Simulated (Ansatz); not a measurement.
# Eu (Im-3m) in Ansatz: a series of runs

Aim: see how the results for Eu move with the level of theory and the settings. Levels: PBE, PBEsol+D3(BJ). Tasks: relaxation of cell and atoms.

Program: Ansatz 0.2.0. These are calculated values, not measurements. Logs are shortened: lines on timing, memory, paths and dates and some standing lists are left out, and cuts for length are marked.

### Step 1. The structure

Symmetry: Im-3m, No. 229, cubic system. The conventional cell has a = 4.606 Å, b = 4.606 Å, c = 4.606 Å, α = 90.00°, β = 90.00°, γ = 90.00°. Eu (site symmetry m-3m) is surrounded by 8 Eu at 3.99 Å.

### Step 2. Relaxation of cell and atoms, PBE, collinear spin, ferromagnetic start, moments held on the sites

Input file input.yaml:

```yaml
crystal:
  lattice:
    - [-2.303, 2.303, 2.303]
    - [2.303, -2.303, 2.303]
    - [2.303, 2.303, -2.303]
  atoms:
    - { symbol: Eu, position: [0.0, 0.0, 0.0], spin: 7.0 }
kpoints:
  mp_grid: { grid: [8, 8, 8] }
scf:
  occupations: { method: gaussian, width: 0.05 }
hamiltonian:
  xc: pbe
  pseudopotentials:
    kind: all_electron
    lapw: { basis_error: 0.002 }
    nuclear_model: point
magnetization:
  spin_polarized: true
  spin_locking: { lock_spins: true }
output:
  forces: true
  stress: true
relax:
  f_tol: 0.02
  max_steps: 60
  cell: {}
```

Potentials or basis: all-electron LAPW, point nuclei.

On the command line:

```sh
ansatz run input.yaml --threads 2 --pin off --max-ram 6144MiB --backend cpu --events-out ev --progress --plain --runs-dir out
```

Output:

```text
Warning: relax.cell: the lock of the moments that magnetization.spin_locking holds to the close lets an SCF meet its threshold on dr2 anywhere within the lock's freeze window, and the stress can move with the moments there: no threshold on dr2 bounds that. The window is the square root of the freeze energy over magnetization.spin_locking.lambda. Set magnetization.spin_locking.freeze_energy_tol to 1e-7 of magnetization.spin_locking.lambda or tighter (1e-7 eV at magnetization.spin_locking.lambda's default), and hold the SCF's own gates tight with it: the threshold on dr2 and, on a non-collinear run, whose gate on the magnetisation can be let go, scf.convergence.magnetization_residual_energy_tol, under 2e-7 eV over the cell's volume in cubic angstroms (a run under these bars is not thereby shown to hold its stress)
Warning: RAYON_NUM_THREADS=2 ignored (pool sized by the plan → 2); use --threads N
The last accepted step is kept in <dir> (removed where the run ends without a failure and the disk answers)
LAPW: plane waves up to 6.368 Å⁻¹, error target 2.0e-3 eV per atom; small_component_spin mean_spin; Eu in spheres of 1.935 Å, 27 of its electrons in bands, Dirac shells [] (how accurate: hamiltonian.pseudopotentials.lapw.basis_error, Limitations)
Engine: ansatz 0.2.0, x86_64-unknown-linux-gnu
Pseudopotentials: kind: all_electron
Pseudopotential: Eu, LAPW, valence charge 27, lapw/all_electron/scalar/Eu, Koelling and Harmon's equation, point nucleus
Functional definition: PBE
  parameter kappa = 0.804
  parameter beta = 0.06672455060314922
  exchange = pbe_x(kappa = kappa, mu = beta*pi^2/3)
  correlation = pbe_c(beta = beta)
Crystal: 1 atoms, lattice volume = 48.859 Å³
Basis set: ecut = 154.49358394237632 eV, 201 PW (Γ), exchange–correlation at level 2
Bands: 21, of which v1, the nominal top of the filled ones, is band 14 counted from 1 (13 counted from 0)
Symmetry: 48 space group operations
Space group: Im-3m (ITA 229), of the structure as read, at distance tolerance 3.7e-5 Å
Magnetic group: BNS 229.140 (UNI 1642), of the structure as read, at distance tolerance 3.7e-5 Å
k-points: 29 of 512
Non-local potential: Eu, projectors of the file, none
Initial density: superposition of atomic densities (chi_scale 0.1, normalization cell)
Starting moments: Σ|m| = 7 μB on 1 of 1 site
Initial wavefunctions: plane waves of lowest kinetic energy (no species holds an atomic orbital)
Functional: x = pbe(κ = 0.804, μ = 0.2195149727645171), c = pbe(β = 0.06672455060314922)
iter 1 solved again at ethr=5.65e-5 eV; its pass at ethr=1.00e-1 eV (dr2=1.53e-2 eV) is discarded
SCF iter   1: F=-295091.466878 eV  HF=-295091.478871 eV  |F-HF|=1.20e-2  |Δ(HF+E_count)|=         —  Δρ=3.49e-3 (↑3.49e-3 ↓2.64e-3)  dr2=1.53e-2  dr2_m=2.14e-3  M=7.205 μB ∫|m|=7.206 μB  β_m=0.30  ethr=5.65e-5  ⟨swp⟩=3.1  Hψ=8081  notcnv=0
preconditioner: auto → Kerker (q_TF=auto, 2.472 Å⁻¹)  [metal: Δε(μ)=0.040 eV  Ē_g=11.323 eV  σ=0.050 eV  W_gap=0.38  n_scr=12 (ndim 8)  ℏωp=20.6 eV  f_vac=0.000  D(μ)=1.62/eV (n_scr^D=12)]
spin=Collinear: Kerker preconditioning applied to the charge; magnetization (m = ρ↑ − ρ↓) channel mixes plain (no charge-response kernel on spin).
SCF iter   2: F=-295091.473643 eV  HF=-295091.478619 eV  |F-HF|=4.98e-3  |Δ(HF+E_count)|=   2.51e-4  Δρ=2.44e-3 (↑2.44e-3 ↓2.17e-3)  dr2=7.04e-3  dr2_m=1.42e-3  M=7.233 μB ∫|m|=7.234 μB  β_m=0.53  ethr=5.65e-5  ⟨swp⟩=2.0  Hψ=3582  notcnv=0
preconditioner: auto → none  [insulator: Δε(μ)=0.067 eV  Ē_g=8.255 eV  σ=0.050 eV  W_gap=0.57  n_scr=12 (ndim 8)  ℏωp=18.4 eV  f_vac=0.000  D(μ)=1.39/eV (n_scr^D=12)  ε∞_Penn≈6.0]
SCF iter   3: F=-295091.450473 eV  HF=-295091.482460 eV  |F-HF|=3.20e-2  |Δ(HF+E_count)|=   3.84e-3  Δρ=1.93e-3 (↑1.93e-3 ↓8.09e-4)  dr2=4.73e-3  dr2_m=3.34e-4  M=7.195 μB ∫|m|=7.195 μB  β_m=0.48  ethr=2.61e-5  ⟨swp⟩=2.3  Hψ=3601  notcnv=0
iter 4 solved again at ethr=4.24e-7 eV; its pass at ethr=1.75e-5 eV (dr2=1.15e-4 eV) is discarded
SCF iter   4: F=-295091.480859 eV  HF=-295091.483058 eV  |F-HF|=2.20e-3  |Δ(HF+E_count)|=   5.97e-4  Δρ=3.76e-4 (↑3.76e-4 ↓2.38e-4)  dr2=1.15e-4  dr2_m=2.78e-5  M=7.232 μB ∫|m|=7.232 μB  β_m=0.59  ethr=4.24e-7  ⟨swp⟩=2.0  Hψ=5927  notcnv=0
SCF iter   5: F=-295091.483303 eV  HF=-295091.483246 eV  |F-HF|=5.74e-5  |Δ(HF+E_count)|=   1.88e-4  Δρ=1.63e-4 (↑1.63e-4 ↓7.16e-5)  dr2=1.23e-5  dr2_m=5.57e-6  M=7.232 μB ∫|m|=7.232 μB  β_m=0.59  ethr=4.24e-7  ⟨swp⟩=2.9  Hψ=3666  notcnv=0
SCF iter   6: F=-295091.483298 eV  HF=-295091.483313 eV  |F-HF|=1.46e-5  |Δ(HF+E_count)|=   6.71e-5  Δρ=8.86e-5 (↑8.86e-5 ↓4.55e-5)  dr2=2.17e-6  dr2_m=1.93e-6  M=7.234 μB ∫|m|=7.234 μB  β_m=0.79  ethr=4.55e-8  ⟨swp⟩=2.9  Hψ=3659  notcnv=0  recentre
SCF iter   7: F=-295091.483336 eV  HF=-295091.483334 eV  |F-HF|=1.62e-6  |Δ(HF+E_count)|=   2.16e-5  Δρ=3.14e-5 (↑3.14e-5 ↓1.58e-5)  dr2=2.77e-7  dr2_m=2.42e-7  M=7.235 μB ∫|m|=7.235 μB  β_m=0.83  ethr=8.04e-9  ⟨swp⟩=3.0  Hψ=3756  notcnv=0
SCF iter   8: F=-295091.483325 eV  HF=-295091.483325 eV  |F-HF|=4.63e-8  |Δ(HF+E_count)|=   8.84e-6  Δρ=2.84e-6 (↑1.90e-6 ↓2.84e-6)  dr2=9.14e-10  dr2_m=2.46e-9  M=7.236 μB ∫|m|=7.236 μB  β_m=0.91  ethr=1.03e-9  ⟨swp⟩=3.3  Hψ=3929  notcnv=0
SCF iter   9: F=-295091.483321 eV  HF=-295091.483321 eV  |F-HF|=4.07e-9  |Δ(HF+E_count)|=   4.01e-6  Δρ=9.90e-7 (↑9.42e-7 ↓9.90e-7)  dr2=4.44e-11  dr2_m=4.10e-10  M=7.236 μB ∫|m|=7.236 μB  ethr=3.38e-12  ⟨swp⟩=3.9  Hψ=4146  notcnv=0
Constraint outer step 1 at iter 9: max|Δm| = 2.79e-2 μB  λ_eff = 1.000 eV/μB²  [c0 t0: gradient δμ = +5.571e-2 eV/μB]
Mixer restart at iter 9: flushing history
[... 84 lines left out ...]
iter 1 solved again at ethr=2.93e-9 eV; its pass at ethr=1.00e-1 eV (dr2=7.90e-7 eV) is discarded
SCF iter   1: F=-295091.519599 eV  HF=-295091.519632 eV  |F-HF|=3.35e-5  |Δ(HF+E_count)|=         —  Δρ=7.53e-5 (↑7.53e-5 ↓6.15e-5)  dr2=8.17e-7  dr2_m=1.69e-6  M=7.172 μB ∫|m|=7.172 μB  β_m=0.30  ethr=2.93e-9  ⟨swp⟩=3.9  Hψ=6649  notcnv=0
preconditioner: auto → Kerker (q_TF=auto, 2.532 Å⁻¹)  [metal: Δε(μ)=0.041 eV  Ē_g=11.345 eV  σ=0.050 eV  W_gap=0.41  n_scr=12 (ndim 8)  ℏωp=22.1 eV  f_vac=0.000  D(μ)=1.10/eV (n_scr^D=12)]
spin=Collinear: Kerker preconditioning applied to the charge; magnetization (m = ρ↑ − ρ↓) channel mixes plain (no charge-response kernel on spin).
SCF iter   2: F=-295091.519632 eV  HF=-295091.519753 eV  |F-HF|=1.21e-4  |Δ(HF+E_count)|=   1.21e-4  Δρ=4.99e-5 (↑4.99e-5 ↓3.50e-6)  dr2=1.53e-6  dr2_m=2.14e-7  M=7.168 μB ∫|m|=7.168 μB  β_m=0.16  ethr=2.93e-9  ⟨swp⟩=2.5  Hψ=3746  notcnv=0
iter 3 solved again at ethr=1.69e-10 eV; its pass at ethr=2.93e-9 eV (dr2=4.57e-8 eV) is discarded
SCF iter   3: F=-295091.519714 eV  HF=-295091.519720 eV  |F-HF|=5.84e-6  |Δ(HF+E_count)|=   3.33e-5  Δρ=2.23e-5 (↑2.23e-5 ↓2.13e-5)  dr2=4.56e-8  dr2_m=1.76e-7  M=7.170 μB ∫|m|=7.170 μB  β_m=0.39  ethr=1.69e-10  ⟨swp⟩=2.0  Hψ=5818  notcnv=0
SCF iter   4: F=-295091.519804 eV  HF=-295091.519804 eV  |F-HF|=1.53e-7  |Δ(HF+E_count)|=   8.41e-5  Δρ=4.20e-6 (↑4.20e-6 ↓1.81e-6)  dr2=3.16e-9  dr2_m=3.31e-9  M=7.169 μB ∫|m|=7.170 μB  β_m=0.62  ethr=1.69e-10  ⟨swp⟩=2.9  Hψ=3624  notcnv=0
SCF iter   5: F=-295091.519804 eV  HF=-295091.519804 eV  |F-HF|=4.93e-8  |Δ(HF+E_count)|=   4.08e-7  Δρ=2.37e-6 (↑2.37e-6 ↓1.29e-6)  dr2=7.93e-10  dr2_m=1.22e-9  M=7.170 μB ∫|m|=7.170 μB  β_m=0.73  ethr=1.17e-11  ⟨swp⟩=2.9  Hψ=3586  notcnv=0
SCF iter   6: F=-295091.519806 eV  HF=-295091.519806 eV  |F-HF|=2.85e-9  |Δ(HF+E_count)|=   2.33e-6  Δρ=8.24e-7 (↑8.24e-7 ↓4.94e-7)  dr2=7.84e-11  dr2_m=1.59e-10  M=7.170 μB ∫|m|=7.170 μB  ethr=2.94e-12  ⟨swp⟩=3.0  Hψ=3749  notcnv=0
SCF 5 converged in 6 iterations: F = -295091.519806 eV  dr2 = 7.84e-11
relax step   5: F+E_penalty+E_count = -295091.51997965 eV  Δ(F+E_penalty+E_count) = +1.997e-5 eV  max|allowed force component| = 0.000e0 eV/Å  Δτ_max = 0.0000 Å  P = -0.009 GPa  Ω = 42.232 Å³  stress off target by 8.63e-3 GPa  SCF on the basis re-selected at this cell (its energy is not comparable with the rows above)  (6 SCF iters)
basis re-selected at this cell: Δ(F+E_penalty+E_count) = +1.997e-5 eV, ΔP = +0.002 GPa vs the last step (what re-selecting the basis moved, after the strain that the cell walked since its last selection, with what the two solves' SCF thresholds leave and, on support functions, any second-order correction that the steps lacked; it is no measure of the basis error at this ecutwfc). This SCF's stress stands 8.63e-3 GPa from its target on what of the cell is left free (relax.cell.stress_tol is 5.00e-2 GPa) and its largest allowed force component is 0.00e0 eV/Å (relax.f_tol is 2.00e-2 eV/Å): within both
SCF converged after 6 iterations
Stability not checked: this state was not tested for a lower state beside it, because a magnetisation constraint still acts at the end of the SCF (magnetization_constraint; see scf.lower_state_search)
Magnetization: 7.1696 μB (17.0848 up, 9.9152 down)
Absolute magnetization: 7.1698 μB (∫|ρ↑−ρ↓|)
Spin contamination: 0.0046 ħ² per cell (⟨S²⟩ above its minimum at these occupations)
Per-site moments (μB) at R_I (Å): [(6.998183955382209, 1.6454266165553386)]
--- Magnetisation constraints (ε_frz = 1.0e-4 eV) ---
  site  kind      target   achieved (μB)  |Δ|max (μB)  g (eV/μB)  λ_eff  esc  ok   flags
  0     per_site  +7.0000  +6.9982        1.82e-3      +9.40e-2   1.000  0    yes
Free energy (F): -295091.519806 eV
Harris-Foulkes:  -295091.519806 eV  (|F-HF|=2.85e-9)
Internal energy: -295091.518420 eV  (E = F + TS)
E sigma→0 (E₀):  -295091.519113 eV
Entropy (-TS):   -0.001387 eV (-1.387 meV/atom)
Fermi energy:    10.840001 eV
--- Per-component energies (eV) ---
  E_band       = -1207.182492
  E_kinetic    = 319991.887086
  E_xc         = -6621.386320
  E_constr_dc  = 0.657981  (∫m·b dr)
  E_electrostatic = -608462.019185  (all electrons and nuclei)
  E_smearing   = -0.001387  (= −TS)
  E_closure    = -0.000001  (closes the sum)
  E_penalty    = -0.000173  (constraint; not in F)
  E_atoms      = -295081.238122  (free atoms, spherical and without spin; not in F)
  Σ components = -295091.519806   (vs F -295091.519806, Δ=0.00e0)
  Basis errors (estimates in eV, not in F): energy 1.3e-4 per atom: plane waves 5.6e-5 (2.9e-5 summed), levels above the bands 0.0e0, relativity 9.3e-8, radial functions 7.0e-5, core shells 2.7e-7; eigenvalues (radial functions only) 1.2e-6; not estimated: angular momenta, meshes, grids; target (lapw.basis_error) 2.0e-3; muffin-tin radii Eu 1.843 Å
--- Forces (eV/Å), atoms counted from 1 ---
  atom   1  Eu    -0.00000000     0.00000000     0.00000000
  max |Σ_I F_I| component: 1.10e-30 eV/Å
--- Stress (GPa, compression-positive) ---
       -0.008629      -0.000000       0.000000
       -0.000000      -0.008629      -0.000000
        0.000000      -0.000000      -0.008629
  P = ⅓ Tr σ = -0.0086 GPa (-0.086 kbar)
--- Relaxed structure (4 steps of the walk, 4 accepted, 1 SCFs on fresh bases) ---
  F+E_penalty+E_count = -295091.51997965 eV   max|allowed force component| = 0.000e0 eV/Å   (the final SCF, on the basis selected at the relaxed cell)
  beside F it holds: constraint penalty
  cell:  # Å, volume = 42.2323 Å³
    - [-2.1937884596294897, 2.1937884596294897, 2.1937884596294897]
    - [2.1937884596294897, -2.1937884596294897, 2.1937884596294897]
    - [2.1937884596294897, 2.1937884596294897, -2.1937884596294897]
  atoms:
    - { symbol: Eu, position: [0.0, 0.0, 0.0] }
```

Run time: 24 s. Hardware: 2 threads of AMD EPYC 7R43 (Zen 3), shared host; peak memory 0.39 GiB.

Results:

- Free energy: -295091.5198 eV
- Relaxed volume: 42.23 Å³/atom
- Relaxed cell: a = 3.800 Å, b = 3.800 Å, c = 3.800 Å, α = 109.47°, β = 109.47°, γ = 109.47°
- Space group after relaxing (to 0.05 Å): Im-3m (No. 229)
- Energy gained by relaxing: 39.2 meV/atom
- Ionic steps: 5
- Net moment: 7.17 μB per cell
- Absolute moment: 7.17 μB per cell
- Site moments: Eu +7.00 μB

The path:
```
step  energy change (eV)  largest force (eV/Å)  volume (Å³)
   1              0.0000                0.0000        48.86
   2             -0.0202                0.0000        46.70
   3             -0.0383                0.0000        41.27
   4             -0.0392                0.0000        42.23
   5             -0.0392                0.0000        42.23
```

Final structure:
```xyz
1
Lattice="-2.1938 2.1938 2.1938 2.1938 -2.1938 2.1938 2.1938 2.1938 -2.1938" Properties=species:S:1:pos:R:3 pbc="T T T"
Eu    0.0000    0.0000    0.0000
```

Caveat: an open f shell can end in a state above the lowest; the SCF stop doesn't bound the stress; each atom's moment is held at its typed value, so this isn't a free magnetic state; spin-orbit coupling is left out, which moves the levels of the heavy elements; the volume moved by -14 % from the deposited cell, more than functionals usually miss. The state reached can hang on the start; a lower one may exist.

### Step 3. Relaxation of cell and atoms, PBEsol+D3(BJ), collinear spin, ferromagnetic start, moments held on the sites

input.yaml: that of step 2 with these lines changed.

```diff
@@ -10,9 +10,10 @@
 scf:
-  occupations: { method: gaussian, width: 0.05 }
+  occupations: { method: fermi_dirac, width: 0.15 }
 hamiltonian:
-  xc: pbe
+  xc: pbesol
+  dispersion: d3bj
   pseudopotentials:
     kind: all_electron
-    lapw: { basis_error: 0.002 }
-    nuclear_model: point
+    lapw: { basis_error: 0.001 }
+    relativity: none
 magnetization:
@@ -24,4 +25,6 @@
 relax:
-  f_tol: 0.02
+  f_tol: 0.01
   max_steps: 60
   cell: {}
+basis:
+  ecutwfc: 400
```

Potentials or basis: all-electron LAPW, non-relativistic.

On the command line:

```sh
ansatz run input.yaml --threads 2 --pin off --max-ram 6144MiB --backend cpu --events-out ev --progress --plain --runs-dir out
```

Wall time 88 s (2 threads of AMD EPYC 7R43 (Zen 3), shared host); peak memory 0.66 GiB.

It converged, with:

* Free energy: -283629.5883 eV
* Relaxed volume: 43.97 Å³/atom
* Relaxed cell: a = 3.851 Å, b = 3.851 Å, c = 3.851 Å, α = 109.47°, β = 109.47°, γ = 109.47°
* Space group after relaxing (to 0.05 Å): Im-3m (No. 229)
* Energy gained by relaxing: 18.1 meV/atom
* Ionic steps: 5
* Net moment: 7.03 μB per cell
* Absolute moment: 7.03 μB per cell
* Site moments: Eu +7.00 μB

The path:
```tsv
step	energy change (eV)	largest force (eV/Å)	volume (Å³)
1	0.0000	0.0000	48.86
2	-0.0085	0.0000	47.46
3	-0.0180	0.0000	43.61
4	-0.0181	0.0000	43.97
5	-0.0180	0.0000	43.97
```

Final structure:
```
CELL_PARAMETERS angstrom
-2.22344 2.22344 2.22344
2.22344 -2.22344 2.22344
2.22344 2.22344 -2.22344
ATOMIC_POSITIONS crystal
Eu 0.00000 0.00000 0.00000
```

Caveat: an open f shell can end in a state above the lowest; the SCF stop doesn't bound the stress; each atom's moment is held at its typed value, so this isn't a free magnetic state; relativity is left out, which matters for the heavier elements; spin-orbit coupling is left out, which moves the levels of the heavy elements. The state reached can hang on the start; a lower one may exist.
